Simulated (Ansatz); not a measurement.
The parent structure is GeTe (space group R3m, No. 160).

```
CELL_PARAMETERS angstrom
      2.08110     1.20152     3.48782
     -2.08110     1.20152     3.48782
      0.00000    -2.40305     3.48782
ATOMIC_POSITIONS crystal
  Ge 0.23834 0.23834 0.23834
  Te 0.76166 0.76166 0.76166
```

Cartesian axes are those of the cell as printed.

Structures relaxed with PBEsol (Ansatz, a first-principles code, PAW, no spin-orbit coupling).

Base:

Simulated powder pattern, Cu Kα1, λ = 1.54056 Å (kinematic, ideal powder, no thermal factors, no anomalous dispersion; the 10 strongest lines at most, above 2 %, up to 2θ = 90°):

| 2θ (°) | I/Imax (%) | hkl |
|---|---|---|
| 26.13 | 9.2 | (101) |
| 30.08 | 100 | (012) |
| 42.67 | 36 | (104) |
| 43.45 | 37 | (110) |
| 53.75 | 19 | (202) |
| 62.53 | 11 | (024) |
| 70.38 | 14 | (116) |
| 71.50 | 16 | (122) |
| 79.21 | 11 | (214) |
| 79.75 | 6.1 | (300) |

Perturbation: uniaxial strain ε_zz = −4.02 %, all other strain components held at zero, atoms relaxed at fixed cell.

After the change:

Simulated powder pattern, Cu Kα1, λ = 1.54056 Å (kinematic, ideal powder, no thermal factors, no anomalous dispersion; the 10 strongest lines at most, above 2 %, up to 2θ = 90°):

| 2θ (°) | I/Imax (%) | hkl |
|---|---|---|
| 26.25 | 8.9 | (101) |
| 30.50 | 100 | (012) |
| 43.45 | 38 | (110) |
| 43.91 | 35 | (104) |
| 54.01 | 20 | (202) |
| 63.49 | 12 | (024) |
| 71.72 | 17 | (122) |
| 72.40 | 15 | (116) |
| 79.75 | 6.3 | (300) |
| 80.07 | 12 | (214) |

The indices refer to the base's conventional cell; one index is shown for lines that coincide.

No phonon test of stability was made.
